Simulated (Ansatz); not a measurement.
CuCl2 in Ansatz: the effect of functional

CuCl2:

```
Cu Cl
1.0
    -2.29908    2.29908    6.99445
     2.29908   -2.29908    6.99445
     2.29908    2.29908   -6.99445
Cu Cl
1 2
Direct
  0.00000 0.00000 0.00000
  0.00000 0.50000 0.50000
  0.50000 0.00000 0.50000
```

Measurements of this composition are mostly on another form, of space group No. 12.

The cell isn't the ideal one: volume scaled by 1.06.

Alike in all runs:

* Program: Ansatz 0.2.0
* Task: single point
* Potentials or basis: Ansatz PAW
* k mesh: 8 × 8 × 8
* Occupations: fermi-dirac, width 0.05 eV
* Spin: no spin polarisation

```tsv
functional	cutoff	pressure (GPa)
LDA	420 eV (not typed: the program's choice for these potentials)	?
PBEsol	420 eV (not typed: the program's choice for these potentials)	-1.9
r2SCAN	500 eV (not typed: the program's choice for these potentials)	-1.4
```

**Question.** What does the run with functional LDA give?

**Answer.** Pressure -2.8 GPa.

Caveats: an odd number of electrons without spin polarisation forces a metal; a magnetic or distorted state may lie lower; the run has no spin polarisation, though such a crystal can be magnetic; the PAW data sets come from PBE, with cores solved anew for the run's functional, which leaves a small shift of forces and pressure.

Runs at the PBE level aren't shown here.
